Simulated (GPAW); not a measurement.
Runs of GPAW 26.7.0 on CdO (Monteponite). It takes space group Fm-3m (No. 225, cubic). Conventional cell: a = 4.699 Å, b = 4.699 Å, c = 4.699 Å, α = 90.00°, β = 90.00°, γ = 90.00°. Around Cd (site symmetry m-3m) lie 6 O at 2.35 Å. Around O (site symmetry m-3m) lie 6 Cd at 2.35 Å. 

```csv
task,level,potentials or basis,spin,cell,k mesh,optimizer,fmax,max steps,target pressure,convergence,gap on the mesh (eV),pressure (GPa)
relaxation of cell and atoms,PBEsol+D4,"PAW data sets generated in the run's folder for this functional, pw",off,relaxed to 1 GPa,10 × 10 × 10,BFGS,0.02 eV/Å,100,1 GPa,density=1e-05 forces=0.0001,none,1.2
band structure,BLYP,"PAW data sets generated in the run's folder for this functional, pw",off,as given,10 × 10 × 10,-,-,-,-,-,-,(a)
band structure,WC,"PAW data sets generated in the run's folder for this functional, pw","SOC, no magnetisation",as given,8 × 8 × 8,-,-,-,-,-,-,-1.0
relaxation of cell and atoms,RPBE+D3(BJ),"the program's PAW data sets (release 1.2.1) made for this functional, pw",off,relaxed,10 × 10 × 10,LBFGS,0.01 eV/Å,100,-,density=1e-05 forces=0.0001,none,-0.1
```

Alike in all rows: cutoff (eV) 800; smearing fermi-dirac 0.05 eV.

Question: Fill in the values left out.

Answer: (a) 11.4.

Caveats: this crystal is a semiconductor, whose small gap the functional closes, so the metal is an error of the method; later steps reuse the first step's grids (some runs); pairwise dispersion overbinds metals, which lowers pressure and volume (some runs); spin-orbit coupling was added after a scalar SCF, so levels and gaps hold it while energy, forces, pressure and moments don't (some runs); this program's spin-orbit splittings come out too wide for heavy elements (some runs).

A k mesh can miss the band edges, and rows without SOC leave out spin-orbit coupling on Cd.

A gap of «none» marks a metal or a gap under the smearing width.

Runs at the PBE level aren't shown here.
